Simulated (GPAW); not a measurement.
# GaP (F-43m) in GPAW: further runs, part 3 of 3

GPAW 26.7.0.

## (5) RPA correlation energy, RPBE

Contents of run.py:

```python
import numpy as np
import spglib
from ase import Atoms
from ase.io import read
from ase.units import Bohr, Ha
from gpaw import GPAW, PW
from gpaw.hybrids.energy import non_self_consistent_energy
from gpaw.xc.rpa import RPACorrelation

atoms = read('GaP.cif')
cell, positions, numbers = spglib.find_primitive(
    (atoms.cell[:], atoms.get_scaled_positions(), atoms.numbers), symprec=1e-4)
atoms = Atoms(numbers, cell=cell, scaled_positions=positions, pbc=True)

for x in [0.94, 0.97, 1.0, 1.03, 1.06]:
    ecuts = np.array([160.0, 200.0, 250]) * x**(-2 / 3)  # the same plane waves at each volume
    a = atoms.copy()
    a.set_cell(atoms.cell * x**(1 / 3), scale_atoms=True)
    calc = GPAW(mode=PW(450),
                xc='RPBE',
                kpts={'size': (4, 4, 4), 'gamma': True},
                occupations={'name': 'fermi-dirac', 'width': 0.05},
                nbands=11,
                convergence={'density': 1e-06},
                maxiter=50,
                txt=f'gs-{x:.2f}.txt')
    a.calc = calc
    dft = a.get_potential_energy(force_consistent=True)
    calc.write(f'gs-{x:.2f}.gpw')
    exx = non_self_consistent_energy(calc, 'EXX').sum()
    calc.diagonalize_full_hamiltonian(nbands=int(a.get_volume() / Bohr**3 * (ecuts[-1] / Ha)**1.5 * 2**0.5 / 3 / np.pi**2) + 30)
    calc.write(f'full-{x:.2f}.gpw', mode='all')
    ec = RPACorrelation(f'full-{x:.2f}.gpw', ecut=ecuts, nfrequencies=8, skip_gamma=False, txt=f'rpa-{x:.2f}.txt').calculate()
    slope, ec_inf = np.polyfit(ecuts**-1.5, ec, 1)
    print(f'V = {a.get_volume():.4f} A^3: DFT {dft:.5f}, EXX {exx:.5f}, correlation', *ec.round(5), f'extrapolated {ec_inf:.5f}, total {exx + ec_inf:.5f} eV', flush=True)
```

Contents of GaP.cif:

```cif
data_GaP
_cell_length_a 5.45050000
_cell_length_b 5.45050000
_cell_length_c 5.45050000
_cell_angle_alpha 90.00000000
_cell_angle_beta 90.00000000
_cell_angle_gamma 90.00000000
_space_group_name_H-M_alt 'F-43m'
_space_group_name_Hall 'F -4 2 3'
_space_group_IT_number 216
loop_
_space_group_symop_operation_xyz
'x,y,z'
'y,-x,-z'
'-x,-y,z'
'-y,x,-z'
'x,-y,-z'
'y,x,z'
'-x,y,-z'
'-y,-x,z'
'z,x,y'
'-z,y,-x'
'z,-x,-y'
'-z,-y,x'
'-z,x,-y'
'z,y,x'
'-z,-x,y'
'z,-y,-x'
'y,z,x'
'-x,-z,y'
'-y,z,-x'
'x,-z,-y'
'-y,-z,x'
'x,z,y'
'y,-z,-x'
'-x,z,-y'
'x,y+1/2,z+1/2'
'y,-x+1/2,-z+1/2'
'-x,-y+1/2,z+1/2'
'-y,x+1/2,-z+1/2'
'x,-y+1/2,-z+1/2'
'y,x+1/2,z+1/2'
'-x,y+1/2,-z+1/2'
'-y,-x+1/2,z+1/2'
'z,x+1/2,y+1/2'
'-z,y+1/2,-x+1/2'
'z,-x+1/2,-y+1/2'
'-z,-y+1/2,x+1/2'
'-z,x+1/2,-y+1/2'
'z,y+1/2,x+1/2'
'-z,-x+1/2,y+1/2'
'z,-y+1/2,-x+1/2'
'y,z+1/2,x+1/2'
'-x,-z+1/2,y+1/2'
'-y,z+1/2,-x+1/2'
'x,-z+1/2,-y+1/2'
'-y,-z+1/2,x+1/2'
'x,z+1/2,y+1/2'
'y,-z+1/2,-x+1/2'
'-x,z+1/2,-y+1/2'
'x+1/2,y,z+1/2'
'y+1/2,-x,-z+1/2'
'-x+1/2,-y,z+1/2'
'-y+1/2,x,-z+1/2'
'x+1/2,-y,-z+1/2'
'y+1/2,x,z+1/2'
'-x+1/2,y,-z+1/2'
'-y+1/2,-x,z+1/2'
'z+1/2,x,y+1/2'
'-z+1/2,y,-x+1/2'
'z+1/2,-x,-y+1/2'
'-z+1/2,-y,x+1/2'
'-z+1/2,x,-y+1/2'
'z+1/2,y,x+1/2'
'-z+1/2,-x,y+1/2'
'z+1/2,-y,-x+1/2'
'y+1/2,z,x+1/2'
'-x+1/2,-z,y+1/2'
'-y+1/2,z,-x+1/2'
'x+1/2,-z,-y+1/2'
'-y+1/2,-z,x+1/2'
'x+1/2,z,y+1/2'
'y+1/2,-z,-x+1/2'
'-x+1/2,z,-y+1/2'
'x+1/2,y+1/2,z'
'y+1/2,-x+1/2,-z'
'-x+1/2,-y+1/2,z'
'-y+1/2,x+1/2,-z'
'x+1/2,-y+1/2,-z'
'y+1/2,x+1/2,z'
'-x+1/2,y+1/2,-z'
'-y+1/2,-x+1/2,z'
'z+1/2,x+1/2,y'
'-z+1/2,y+1/2,-x'
'z+1/2,-x+1/2,-y'
'-z+1/2,-y+1/2,x'
'-z+1/2,x+1/2,-y'
'z+1/2,y+1/2,x'
'-z+1/2,-x+1/2,y'
'z+1/2,-y+1/2,-x'
'y+1/2,z+1/2,x'
'-x+1/2,-z+1/2,y'
'-y+1/2,z+1/2,-x'
'x+1/2,-z+1/2,-y'
'-y+1/2,-z+1/2,x'
'x+1/2,z+1/2,y'
'y+1/2,-z+1/2,-x'
'-x+1/2,z+1/2,-y'
loop_
_atom_site_label
_atom_site_type_symbol
_atom_site_symmetry_multiplicity
_atom_site_Wyckoff_symbol
_atom_site_fract_x
_atom_site_fract_y
_atom_site_fract_z
_atom_site_occupancy
Ga1 Ga 4 a 0.0000000000 0.0000000000 0.0000000000 1
P1 P 4 c 0.2500000000 0.2500000000 0.2500000000 1
```

Potentials or basis: the program's PAW data sets (release 1.2.1) made for this functional, pw.

Run with:

```sh
$ OMP_NUM_THREADS=1 python run.py
```

The log of the run:

```text
__  _  _
 | _ |_)|_||  |
 |__||  | ||/\| - 26.7.0

Input parameters:
  mode=PW(ecut=450.00000000000006),
  convergence={'density': 1e-06},
  kpts=MonkhorstPack(size=(4, 4, 4), gamma=True),
  maxiter=50,
  nbands=11,
  occupations=Occupations(name='fermi-dirac', width=0.05),
  xc=XC(name='RPBE')

Diagonalizing LCAO Hamiltonian
Converting LCAO to pw mode

           P

       Ga

Atoms  # Å, Bohr magnetons
|   | symbol |        x |        y |        z |    initial magnetic moments |
|---|--------|----------|----------|----------|-----------------------------|
| 0 |     Ga | 0.000000 | 0.000000 | 0.000000 | ( 0.0000,  0.0000,  0.0000) |
| 1 |      P | 1.334809 | 1.334809 | 1.334809 | ( 0.0000,  0.0000,  0.0000) |

Unit cell  # Å
| periodic |        x |        y |        z |  lengths |    angles |
|----------|----------|----------|----------|----------|-----------|
|      yes | 0.000000 | 2.669617 | 2.669617 | 3.775409 | 60.000000 |
|      yes | 2.669617 | 0.000000 | 2.669617 | 3.775409 | 60.000000 |
|      yes | 2.669617 | 2.669617 | 0.000000 | 3.775409 | 60.000000 |

Number of symmetries: 24
Symmetry operations  # r_c * U_cc + t_c -> r_c
|    | kind |            matrix            |
|----|------|------------------------------|
|  0 |  E   |  1, 0, 0,  0, 1, 0,  0, 0, 1 |
|  1 |  σ   |  1, 0, 0,  0, 0, 1,  0, 1, 0 |
|  2 |  σ   |  1, 0,-1,  0, 1,-1,  0, 0,-1 |
|  3 |  C3  |  1, 0,-1,  0, 0,-1,  0, 1,-1 |
|  4 |  C3  |  1,-1, 0,  0,-1, 1,  0,-1, 0 |
|  5 |  σ   |  1,-1, 0,  0,-1, 0,  0,-1, 1 |
|  6 |  σ   |  0, 1, 0,  1, 0, 0,  0, 0, 1 |
|  7 |  C3  |  0, 1, 0,  0, 0, 1,  1, 0, 0 |
|  8 |  C2  |  0, 1,-1,  1, 0,-1,  0, 0,-1 |
|  9 |  S4  |  0, 1,-1,  0, 0,-1,  1, 0,-1 |
| 10 |  C3  |  0, 0, 1,  1, 0, 0,  0, 1, 0 |
| 11 |  σ   |  0, 0, 1,  0, 1, 0,  1, 0, 0 |
| 12 |  S4  |  0, 0,-1,  1, 0,-1,  0, 1,-1 |
| 13 |  C3  |  0, 0,-1,  0, 1,-1,  1, 0,-1 |
| 14 |  S4  |  0,-1, 1,  1,-1, 0,  0,-1, 0 |
| 15 |  C2  |  0,-1, 1,  0,-1, 0,  1,-1, 0 |
| 16 |  C3  |  0,-1, 0,  1,-1, 0,  0,-1, 1 |
| 17 |  S4  |  0,-1, 0,  0,-1, 1,  1,-1, 0 |
| 18 |  S4  | -1, 1, 0, -1, 0, 1, -1, 0, 0 |
| 19 |  C3  | -1, 1, 0, -1, 0, 0, -1, 0, 1 |
| 20 |  C3  | -1, 0, 1, -1, 1, 0, -1, 0, 0 |
| 21 |  S4  | -1, 0, 1, -1, 0, 0, -1, 1, 0 |
| 22 |  σ   | -1, 0, 0, -1, 1, 0, -1, 0, 1 |
| 23 |  C2  | -1, 0, 0, -1, 0, 1, -1, 1, 0 |

BZ-sampling:
  Number of BZ points: 64
  Number of IBZ points: 8

  Monkhorst-Pack size: [4, 4, 4]
  Monkhorst-Pack shift: [0.125, 0.125, 0.125]

K-points  # in reciprocal-cell coordinates
|   |                                coordinates |     weight |
|---|--------------------------------------------|------------|
| 0 | (  0.00000000,   0.00000000,   0.00000000) | 0.01562500 |
| 1 | (  0.25000000,   0.25000000,   0.00000000) | 0.09375000 |
| 2 | (  0.25000000,   0.25000000,   0.25000000) | 0.12500000 |
| 3 | (  0.50000000,   0.25000000,  -0.25000000) | 0.09375000 |
| 4 | (  0.50000000,   0.25000000,   0.25000000) | 0.18750000 |
| 5 | (  0.50000000,   0.50000000,   0.00000000) | 0.04687500 |
| 6 | (  0.50000000,   0.50000000,   0.25000000) | 0.37500000 |
| 7 | (  0.50000000,   0.50000000,   0.50000000) | 0.06250000 |

Plane wave coefficients: 869
Cutoff: 450.00000000000006 eV

Spin-components: 1 (collinear spins)
Bands:           11
Projectors:      10
Spin-degeneracy: 2
Datatype:        complex128

Density:
  Valence electrons: 8.0
  Components: 1
  Grid points: [20 20 20]
  Charge: 0.0  # |e|

Potential:
  Grid points: [20 20 20]

species:
  Ga:
    name:    Gallium
    Z:       31.0
    valence: 3
    core:    28
    charge:  0.0  # [|e|]
    compensation charges:
      type: gauss
      rc: 0.37  # [Å]
      lmax: 2
    cutoffs:
      filter: 2.06  # [Å]
      core: 4.17  # [Å]
    projectors
    | kind |    occ | energy [eV] | rcut [Å] |
    |------|--------|-------------|----------|
    |   4s |  2.000 |      -8.878 |    1.164 |
    |   4p |  1.000 |      -2.543 |    1.164 |
    |    s |        |      18.334 |    1.164 |
    |    p |        |      24.668 |    1.164 |
    |    d |        |       0.000 |    1.164 |

    Using partial waves for Ga as LCAO basis

  P:
    name:    Phosphorus
    Z:       15.0
    valence: 5
    core:    10
    charge:  0.0  # [|e|]
    compensation charges:
      type: gauss
      rc: 0.30  # [Å]
      lmax: 2
    cutoffs:
      filter: 1.69  # [Å]
      core: 1.81  # [Å]
    projectors
    | kind |    occ | energy [eV] | rcut [Å] |
    |------|--------|-------------|----------|
    |   3s |  2.000 |     -13.955 |    0.953 |
    |   3p |  3.000 |      -5.495 |    0.953 |
    |    s |        |      13.257 |    0.953 |
    |    p |        |      21.717 |    0.953 |
    |    d |        |       0.000 |    0.953 |

    Using partial waves for P as LCAO basis

Reference energy: -62197.110969  # eV

eigensolver:
  PPCG
  Converge bands: occupied
  niter=2

density mixing:
  MSR1-Mixer
  Pratt-step length: 0.05
  Maximum mixing coefficient: 0.75
  Old densities: 10
  SVD Regularization: 0.005
  Good broyden scale: 1.0
  Trust region scale: 1.0
  Backstep threshold: 4.0
  History deletion threshold: 6.0
  Fourier metric: weight=20.0, sigma=0.015

occupation numbers:
  Fermi-Dirac:
    width: 0.0500  # eV

poisson solver:
  ecut: 3600.0000000000005  # eV

xc functional:
  name: RPBE with 2 nearest neighbor stencil

convergence criteria:
- Maximum integral of absolute [dens]ity change: 1e-06 electrons / valence electron
- Maximum [total energy] change in last 3 cyles: 0.0005 eV / valence electron
- Maximum integral of absolute [eigenst]ate change: 4e-08 eV^2 / valence electron
maximum number of iterations: 50

SCF iterations
|iter     | |      energy | eigst |  dens |
|---------|-|-------------|-------|-------|
|iter:   1| |   -8.240572 | -0.27 |       |
|iter:   2| |   -8.201470 | -2.37 | -0.81 |
|iter:   3| |   -8.041880 | -1.77 | -0.84 |
|iter:   4| |   -8.047403 | -3.26 | -1.48 |
|iter:   5| |   -8.048587 | -4.12 | -1.98 |
|iter:   6| |   -8.048661c| -5.33 | -2.71 |
|iter:   7| |   -8.048662c| -7.03 | -3.56 |
|iter:   8| |   -8.048663c| -8.28c| -4.13 |
|iter:   9| |   -8.048663c| -8.13c| -5.01 |
|iter:  10| |   -8.048663c| -8.51c| -5.46 |
|iter:  11| |   -8.048663c|-10.10c| -6.46c|

Converged in 11 steps
Energy contributions relative to reference atoms: (reference = -62197.110969)

Energy contributions:
  Kinetic:          34.137896
  Coulomb:         -29.207249
  Zero:              0.011818
  External:          0.000000
  Xc:              -12.991128
  Entropy:          -0.000000
  Spinorbit:         0.000000
  ----------------------------
  Free energy:      -8.048663
  Extrapolated:     -8.048663

dipole moment: (-16.635650, -16.635650, -16.635650)  # |e|*Ang

Fermi level: 6.572
Eigenvalues  # (at kpt = [0.000, 0.000, 0.000])
| band index |      eig [eV] | occ [0-2] |
|------------|---------------|-----------|
|          0 |        -7.158 |     2.000 |
|          1 |         5.769 |     2.000 |
|          2 |         5.769 |     2.000 |
|          3 |         5.769 |     2.000 |
|          4 |         8.311 |     0.000 |
|          5 |         9.690 |     0.000 |
|          6 |         9.690 |     0.000 |
|          7 |         9.690 |     0.000 |
|          8 |        15.147 |     0.000 |
|          9 |        15.506 |     0.000 |
|         10 |        15.506 |     0.000 |

Gap: 1.606 eV
Transition (v -> c):
  (s=0, k=0, n=3, [0.00, 0.00, 0.00]) -> (s=0, k=5, n=4, [0.50, 0.50, 0.00])
Direct/indirect transitions are different
Direct gap: 2.542 eV
Transition at: (s=0, k=0, n=3, [0.00, 0.00, 0.00])
# Writing to gs-0.94.gpw (mode='')

Matrix size: 869x869
# Writing to full-0.94.gpw (mode='all')
```

It took 8.8 min on 1 thread of Arm Neoverse V1, shared host; peak memory 0.48 GiB.

What came out:

- Equilibrium volume: 21.07 Å³/atom
- Bulk modulus: 80 GPa
- Pressure derivative of the bulk modulus: 5.5 (rough: it moves with the points fitted)

Energy against volume, from the lowest point:
| volume (Å³/atom) | energy (meV/atom) |
| --- | --- |
| 19.026 | 60.98 |
| 19.633 | 27.84 |
| 20.240 | 8.23 |
| 20.848 | 0.00 |
| 21.455 | 1.04 |

Caveat: the k mesh is coarse (spacing up to 0.50 Å⁻¹), so the values aren't converged; the data sets keep Ga 3d, Li 1s and Be 1s frozen, and some such compounds lay over 1.5 % in volume off other programs; the long-wavelength limit can be off by a per cent or two.

## (6) RPA correlation energy, RPBE

Edit run.py of step 5 so:

```diff
@@ -14,4 +14,4 @@
 
-for x in [0.94, 0.97, 1.0, 1.03, 1.06]:
-    ecuts = np.array([160.0, 200.0, 250]) * x**(-2 / 3)  # the same plane waves at each volume
+for x in [1.0]:
+    ecuts = np.array([128.0, 160.0, 200])
     a = atoms.copy()
@@ -21,6 +21,6 @@
                 kpts={'size': (4, 4, 4), 'gamma': True},
-                occupations={'name': 'fermi-dirac', 'width': 0.05},
+                occupations={'name': 'fermi-dirac', 'width': 0.001},
                 nbands=11,
                 convergence={'density': 1e-06},
-                maxiter=50,
+                maxiter=150,
                 txt=f'gs-{x:.2f}.txt')
@@ -32,3 +32,3 @@
     calc.write(f'full-{x:.2f}.gpw', mode='all')
-    ec = RPACorrelation(f'full-{x:.2f}.gpw', ecut=ecuts, nfrequencies=8, skip_gamma=False, txt=f'rpa-{x:.2f}.txt').calculate()
+    ec = RPACorrelation(f'full-{x:.2f}.gpw', ecut=ecuts, nfrequencies=16, skip_gamma=False, txt=f'rpa-{x:.2f}.txt').calculate()
     slope, ec_inf = np.polyfit(ecuts**-1.5, ec, 1)
```

GaP.cif is that of step 5.

Potentials or basis: the program's PAW data sets (release 1.2.1) made for this functional, pw.

Run with:

```sh
$ OMP_NUM_THREADS=1 python run.py
```

The log of the run:

```text
Using integrator: PointIntegrator
FrequencyDescriptor(from 0.000+0.001j to 0.000+800.000j eV, 16 points)
Nonperiodic BCs:  [False False False]
Using integrator: PointIntegrator
FrequencyDescriptor(from 0.000+0.001j to 0.000+800.000j eV, 16 points)
Nonperiodic BCs:  [False False False]
Integrating chi0 body.

Symmetries of q_c:
    Direct symmetries (Uq -> q): 24
    Indirect symmetries (TUq -> q): 24
In total 48 allowed symmetries.

  ( 1  0  0)  ( 1  0  0)  ( 1  0 -1)  ( 1  0 -1)  ( 1 -1  0)  ( 1 -1  0)
  ( 0  1  0)  ( 0  0  1)  ( 0  1 -1)  ( 0  0 -1)  ( 0 -1  1)  ( 0 -1  0)
  ( 0  0  1)  ( 0  1  0)  ( 0  0 -1)  ( 0  1 -1)  ( 0 -1  0)  ( 0 -1  1)

  ( 0  1  0)  ( 0  1  0)  ( 0  1 -1)  ( 0  1 -1)  ( 0  0  1)  ( 0  0  1)
  ( 1  0  0)  ( 0  0  1)  ( 1  0 -1)  ( 0  0 -1)  ( 1  0  0)  ( 0  1  0)
  ( 0  0  1)  ( 1  0  0)  ( 0  0 -1)  ( 1  0 -1)  ( 0  1  0)  ( 1  0  0)

  ( 0  0 -1)  ( 0  0 -1)  ( 0 -1  1)  ( 0 -1  1)  ( 0 -1  0)  ( 0 -1  0)
  ( 1  0 -1)  ( 0  1 -1)  ( 1 -1  0)  ( 0 -1  0)  ( 1 -1  0)  ( 0 -1  1)
  ( 0  1 -1)  ( 1  0 -1)  ( 0 -1  0)  ( 1 -1  0)  ( 0 -1  1)  ( 1 -1  0)

  (-1  1  0)  (-1  1  0)  (-1  0  1)  (-1  0  1)  (-1  0  0)  (-1  0  0)
  (-1  0  1)  (-1  0  0)  (-1  1  0)  (-1  0  0)  (-1  1  0)  (-1  0  1)
  (-1  0  0)  (-1  0  1)  (-1  0  0)  (-1  1  0)  (-1  0  1)  (-1  1  0)

  (-1  0  0)  (-1  0  0)  (-1  0  1)  (-1  0  1)  (-1  1  0)  (-1  1  0)
  ( 0 -1  0)  ( 0  0 -1)  ( 0 -1  1)  ( 0  0  1)  ( 0  1 -1)  ( 0  1  0)
  ( 0  0 -1)  ( 0 -1  0)  ( 0  0  1)  ( 0 -1  1)  ( 0  1  0)  ( 0  1 -1)

  ( 0 -1  0)  ( 0 -1  0)  ( 0 -1  1)  ( 0 -1  1)  ( 0  0 -1)  ( 0  0 -1)
  (-1  0  0)  ( 0  0 -1)  (-1  0  1)  ( 0  0  1)  (-1  0  0)  ( 0 -1  0)
  ( 0  0 -1)  (-1  0  0)  ( 0  0  1)  (-1  0  1)  ( 0 -1  0)  (-1  0  0)

  ( 0  0  1)  ( 0  0  1)  ( 0  1 -1)  ( 0  1 -1)  ( 0  1  0)  ( 0  1  0)
  (-1  0  1)  ( 0 -1  1)  (-1  1  0)  ( 0  1  0)  (-1  1  0)  ( 0  1 -1)
  ( 0 -1  1)  (-1  0  1)  ( 0  1  0)  (-1  1  0)  ( 0  1 -1)  (-1  1  0)

  ( 1 -1  0)  ( 1 -1  0)  ( 1  0 -1)  ( 1  0 -1)  ( 1  0  0)  ( 1  0  0)
  ( 1  0 -1)  ( 1  0  0)  ( 1 -1  0)  ( 1  0  0)  ( 1 -1  0)  ( 1  0 -1)
  ( 1  0  0)  ( 1  0 -1)  ( 1  0  0)  ( 1 -1  0)  ( 1  0 -1)  ( 1 -1  0)

8 groups of equivalent kpoints. 87.5% reduction.

Integral kind: hermitian response function
Integrating chi0 head and wings.

Symmetries of q_c:
    Direct symmetries (Uq -> q): 24
    Indirect symmetries (TUq -> q): 24
In total 48 allowed symmetries.

  ( 1  0  0)  ( 1  0  0)  ( 1  0 -1)  ( 1  0 -1)  ( 1 -1  0)  ( 1 -1  0)
  ( 0  1  0)  ( 0  0  1)  ( 0  1 -1)  ( 0  0 -1)  ( 0 -1  1)  ( 0 -1  0)
  ( 0  0  1)  ( 0  1  0)  ( 0  0 -1)  ( 0  1 -1)  ( 0 -1  0)  ( 0 -1  1)

  ( 0  1  0)  ( 0  1  0)  ( 0  1 -1)  ( 0  1 -1)  ( 0  0  1)  ( 0  0  1)
  ( 1  0  0)  ( 0  0  1)  ( 1  0 -1)  ( 0  0 -1)  ( 1  0  0)  ( 0  1  0)
  ( 0  0  1)  ( 1  0  0)  ( 0  0 -1)  ( 1  0 -1)  ( 0  1  0)  ( 1  0  0)

  ( 0  0 -1)  ( 0  0 -1)  ( 0 -1  1)  ( 0 -1  1)  ( 0 -1  0)  ( 0 -1  0)
  ( 1  0 -1)  ( 0  1 -1)  ( 1 -1  0)  ( 0 -1  0)  ( 1 -1  0)  ( 0 -1  1)
  ( 0  1 -1)  ( 1  0 -1)  ( 0 -1  0)  ( 1 -1  0)  ( 0 -1  1)  ( 1 -1  0)

  (-1  1  0)  (-1  1  0)  (-1  0  1)  (-1  0  1)  (-1  0  0)  (-1  0  0)
  (-1  0  1)  (-1  0  0)  (-1  1  0)  (-1  0  0)  (-1  1  0)  (-1  0  1)
  (-1  0  0)  (-1  0  1)  (-1  0  0)  (-1  1  0)  (-1  0  1)  (-1  1  0)

  (-1  0  0)  (-1  0  0)  (-1  0  1)  (-1  0  1)  (-1  1  0)  (-1  1  0)
  ( 0 -1  0)  ( 0  0 -1)  ( 0 -1  1)  ( 0  0  1)  ( 0  1 -1)  ( 0  1  0)
  ( 0  0 -1)  ( 0 -1  0)  ( 0  0  1)  ( 0 -1  1)  ( 0  1  0)  ( 0  1 -1)

  ( 0 -1  0)  ( 0 -1  0)  ( 0 -1  1)  ( 0 -1  1)  ( 0  0 -1)  ( 0  0 -1)
  (-1  0  0)  ( 0  0 -1)  (-1  0  1)  ( 0  0  1)  (-1  0  0)  ( 0 -1  0)
  ( 0  0 -1)  (-1  0  0)  ( 0  0  1)  (-1  0  1)  ( 0 -1  0)  (-1  0  0)
[... 487 lines left out ...]
  ( 1  0  0)  ( 1  0  0)  ( 0  1  0)  ( 0  1  0)  ( 0  0  1)  ( 0  0  1)
  ( 0  1  0)  ( 0  0  1)  ( 1  0  0)  ( 0  0  1)  ( 1  0  0)  ( 0  1  0)
  ( 0  0  1)  ( 0  1  0)  ( 0  0  1)  ( 1  0  0)  ( 0  1  0)  ( 1  0  0)

  (-1  0  0)  (-1  0  0)  ( 0 -1  0)  ( 0 -1  0)  ( 0  0 -1)  ( 0  0 -1)
  ( 0 -1  0)  ( 0  0 -1)  (-1  0  0)  ( 0  0 -1)  (-1  0  0)  ( 0 -1  0)
  ( 0  0 -1)  ( 0 -1  0)  ( 0  0 -1)  (-1  0  0)  ( 0 -1  0)  (-1  0  0)

13 groups of equivalent kpoints. 79.6875% reduction.

Integral kind: hermitian response function
Integrating chi0 body.

Symmetries of q_c:
    Direct symmetries (Uq -> q): 6
    Indirect symmetries (TUq -> q): 6
In total 12 allowed symmetries.

  ( 1  0  0)  ( 1  0  0)  ( 0  1  0)  ( 0  1  0)  ( 0  0  1)  ( 0  0  1)
  ( 0  1  0)  ( 0  0  1)  ( 1  0  0)  ( 0  0  1)  ( 1  0  0)  ( 0  1  0)
  ( 0  0  1)  ( 0  1  0)  ( 0  0  1)  ( 1  0  0)  ( 0  1  0)  ( 1  0  0)

  (-1  0  0)  (-1  0  0)  ( 0 -1  0)  ( 0 -1  0)  ( 0  0 -1)  ( 0  0 -1)
  ( 0 -1  0)  ( 0  0 -1)  (-1  0  0)  ( 0  0 -1)  (-1  0  0)  ( 0 -1  0)
  ( 0  0 -1)  ( 0 -1  0)  ( 0  0 -1)  (-1  0  0)  ( 0 -1  0)  (-1  0  0)

13 groups of equivalent kpoints. 79.6875% reduction.

Integral kind: hermitian response function
Integrating chi0 body.

Symmetries of q_c:
    Direct symmetries (Uq -> q): 6
    Indirect symmetries (TUq -> q): 6
In total 12 allowed symmetries.

  ( 1  0  0)  ( 1  0  0)  ( 0  1  0)  ( 0  1  0)  ( 0  0  1)  ( 0  0  1)
  ( 0  1  0)  ( 0  0  1)  ( 1  0  0)  ( 0  0  1)  ( 1  0  0)  ( 0  1  0)
  ( 0  0  1)  ( 0  1  0)  ( 0  0  1)  ( 1  0  0)  ( 0  1  0)  ( 1  0  0)

  (-1  0  0)  (-1  0  0)  ( 0 -1  0)  ( 0 -1  0)  ( 0  0 -1)  ( 0  0 -1)
  ( 0 -1  0)  ( 0  0 -1)  (-1  0  0)  ( 0  0 -1)  (-1  0  0)  ( 0 -1  0)
  ( 0  0 -1)  ( 0 -1  0)  ( 0  0 -1)  (-1  0  0)  ( 0 -1  0)  (-1  0  0)

13 groups of equivalent kpoints. 79.6875% reduction.

Integral kind: hermitian response function
```

Wall time 85 s (1 thread of Arm Neoverse V1, shared host); peak memory 0.31 GiB.

Results:

- Free energy: -8.2108 eV
- Band gap on the k mesh, mean-field level: 1.75 eV, indirect (least direct gap 2.01 eV)
- RPA total energy per cell: 40.846 eV

Caveat: the k mesh is coarse (spacing up to 0.50 Å⁻¹), so the values aren't converged; the long-wavelength limit can be off by a per cent or two.

## (7) For comparison

An earlier run on the cell as given: functional PBE; potentials or basis GPAW PAW data sets (gpaw-data 1.2.1); cutoff 600 eV; basis pw; k mesh 8 × 8 × 8; occupations fermi-dirac, width 0.05 eV; no spin polarisation.

- Pressure: 4.5 GPa
- Band gap on the k mesh: 1.67 eV, indirect (least direct gap 1.89 eV)
